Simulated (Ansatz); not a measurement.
# Zr15SiO32: the cost of one run

Program: Ansatz 0.2.0. Level of theory: DFT PBE, scalar-relativistic, plane waves, PAW. These are calculated values, not measurements.

3 further runs of the same task are left out: 3 set aside as unsound or not needed.

## Step 1: Starting point

It takes space group Fm-3m (No. 225, cubic). The conventional cell has a = 5.116 Å, b = 5.116 Å, c = 5.116 Å, α = 90.00°, β = 90.00°, γ = 90.00°. Zr (site symmetry m-3m) has 8 O at 2.22 Å as nearest neighbours. O (site symmetry -43m) has 4 Zr at 2.22 Å as nearest neighbours.

As a file:

```
CELL_PARAMETERS angstrom
0.00000 2.55791 2.55791
2.55791 0.00000 2.55791
2.55791 2.55791 0.00000
ATOMIC_POSITIONS crystal
Zr 0.00000 0.00000 0.00000
O 0.25000 0.25000 0.25000
O 0.75000 0.75000 0.75000
```

It goes back to an entry of the Materials Project, which need not be the stable form.

It is the result of an earlier relaxation at this level (volume 11.16 Å³/atom; gap on the mesh: 3.32 eV).

The host's static dielectric tensor, from an earlier linear-response run, has a mean of 48.32.

The perfect supercell (rows 1 1 -3; 1 1 1; 1 -3 1 in vectors of this cell) comes from an earlier run at this level (48 atoms, E(σ→0) -85181.1192 eV, gap 3.58 eV on its own mesh).

## Step 2: The defect cell

The atom at (0.250, 0.500, 0.250) of the supercell is replaced. The other atoms start on their ideal sites. Its neighbours are 8 O at 2.21 Å.

## Step 3: Relaxing the defect, charge 0

Input file input.yaml:

```yaml
crystal:
  lattice:
    - [-5.1158283606, -5.1158283606, 5.1158283606]
    - [5.1158283606, 5.1158283606, 5.1158283606]
    - [-5.1158283606, 5.1158283606, -5.1158283606]
  atoms:
    - { symbol: Si, position: [0.25, 0.5, 0.25] }
    - { symbol: Zr, position: [0.5, 0.5, 0.0] }
    - { symbol: Zr, position: [0.25, 0.75, 0.0] }
    - { symbol: Zr, position: [0.75, 0.5, 0.75] }
    - { symbol: Zr, position: [0.5, 0.75, 0.75] }
    - { symbol: Zr, position: [0.25, 0.0, 0.75] }
    - { symbol: Zr, position: [0.0, 0.5, 0.5] }
    - { symbol: Zr, position: [0.75, 0.75, 0.5] }
    - { symbol: Zr, position: [0.5, 0.0, 0.5] }
    - { symbol: Zr, position: [0.25, 0.25, 0.5] }
    - { symbol: Zr, position: [0.0, 0.75, 0.25] }
    - { symbol: Zr, position: [0.75, 0.0, 0.25] }
    - { symbol: Zr, position: [0.5, 0.25, 0.25] }
    - { symbol: Zr, position: [0.0, 0.0, 0.0] }
    - { symbol: Zr, position: [0.75, 0.25, 0.0] }
    - { symbol: Zr, position: [0.0, 0.25, 0.75] }
    - { symbol: O, position: [0.0, 0.25, 0.0] }
    - { symbol: O, position: [0.25, 0.25, 0.75] }
    - { symbol: O, position: [0.0, 0.5, 0.75] }
    - { symbol: O, position: [0.5, 0.25, 0.5] }
    - { symbol: O, position: [0.25, 0.5, 0.5] }
    - { symbol: O, position: [0.0, 0.75, 0.5] }
    - { symbol: O, position: [0.75, 0.25, 0.25] }
    - { symbol: O, position: [0.5, 0.5, 0.25] }
    - { symbol: O, position: [0.25, 0.75, 0.25] }
    - { symbol: O, position: [0.0, 0.0, 0.25] }
    - { symbol: O, position: [0.75, 0.5, 0.0] }
    - { symbol: O, position: [0.5, 0.75, 0.0] }
    - { symbol: O, position: [0.25, 0.0, 0.0] }
    - { symbol: O, position: [0.75, 0.75, 0.75] }
    - { symbol: O, position: [0.5, 0.0, 0.75] }
    - { symbol: O, position: [0.75, 0.0, 0.5] }
    - { symbol: O, position: [0.0, 0.75, 0.0] }
    - { symbol: O, position: [0.25, 0.75, 0.75] }
    - { symbol: O, position: [0.0, 0.0, 0.75] }
    - { symbol: O, position: [0.5, 0.75, 0.5] }
    - { symbol: O, position: [0.25, 0.0, 0.5] }
    - { symbol: O, position: [0.0, 0.25, 0.5] }
    - { symbol: O, position: [0.75, 0.75, 0.25] }
    - { symbol: O, position: [0.5, 0.0, 0.25] }
    - { symbol: O, position: [0.25, 0.25, 0.25] }
    - { symbol: O, position: [0.0, 0.5, 0.25] }
    - { symbol: O, position: [0.75, 0.0, 0.0] }
    - { symbol: O, position: [0.5, 0.25, 0.0] }
    - { symbol: O, position: [0.25, 0.5, 0.0] }
    - { symbol: O, position: [0.75, 0.25, 0.75] }
    - { symbol: O, position: [0.5, 0.5, 0.75] }
    - { symbol: O, position: [0.75, 0.5, 0.5] }
  host:
    lattice:
      - [0.0, 2.5579141803, 2.5579141803]
      - [2.5579141803, 0.0, 2.5579141803]
      - [2.5579141803, 2.5579141803, 0.0]
    atoms:
      - { symbol: Zr, position: [0.0, 0.0, 0.0] }
      - { symbol: O, position: [0.25, 0.25, 0.25] }
      - { symbol: O, position: [0.75, 0.75, 0.75] }
basis:
  ecutwfc: 420
  xc_grid: 2
kpoints:
  mp_grid: { grid: [2, 2, 2], shift: [0.5, 0.5, 0.5] }
hamiltonian:
  xc: pbe
scf:
  occupations: { method: gaussian, width: 0.01 }
output:
  forces: true
  stress: false
  eigenvalues: true
  charged_corrections:
    defect_position: [0.25, 0.5, 0.25]
    epsilon: [[48.3206, 0.0, 0.0], [0.0, 48.3206, 0.0], [0.0, 0.0, 48.3206]]
relax:
  adjacent_minimum: "off"
  f_tol: 0.025
  max_steps: 45
```

The run is started by

```bash
ansatz run input.yaml --threads 4 --pin off --max-ram 6144MiB --backend cpu --events-out ev --progress --plain --runs-dir out
```

**Question.** How long does this run take on 4 threads of Arm Neoverse V2, shared host, and how much memory does it need?

About 26 s, with a peak of 1.5 GiB.
